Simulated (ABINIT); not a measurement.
Runs of ABINIT 10.8.3 (patched build) on Sb. Symmetry: Im-3m, No. 229, cubic system. Conventional cell: a = 3.743 Å, b = 3.743 Å, c = 3.743 Å, α = 90.00°, β = 90.00°, γ = 90.00°. Sb (site symmetry m-3m) has 8 Sb at 3.24 Å as nearest neighbours. This isn't the form of Sb at room conditions, which is rhombohedral.

```csv
level,gap on the mesh (eV),pressure (GPa)
LDA,none,-1.4
PBEsol,none,-0.3
SCAN,none,(a)
r2SCAN,none,2.4
BLYP,none,8.8
TB-mBJ,none,-
AM05,none,(b)
```

Alike in all rows: task band structure; potentials or basis JTH PAW PBE v2.0; no spin polarisation; cell as given; k mesh 10 × 10 × 10; cutoff (eV) 517; smearing fermi-dirac 0.05 eV.

Problem. Fill in the values left out.

Solution. (a) 0.6; (b) -0.6.

Caveats: the PAW data sets were made with another functional, which shifts forces and pressure a little; spin-orbit coupling is left out, which moves the levels of the heavy elements; the constant c of TB-mBJ comes from the pseudo density here, which moves gaps by up to 0.3 eV between sets of potentials (some runs).

A k mesh can miss the band edges, and the runs leave out spin-orbit coupling on Sb.

A gap of «none» marks a metal or a gap under the smearing width.
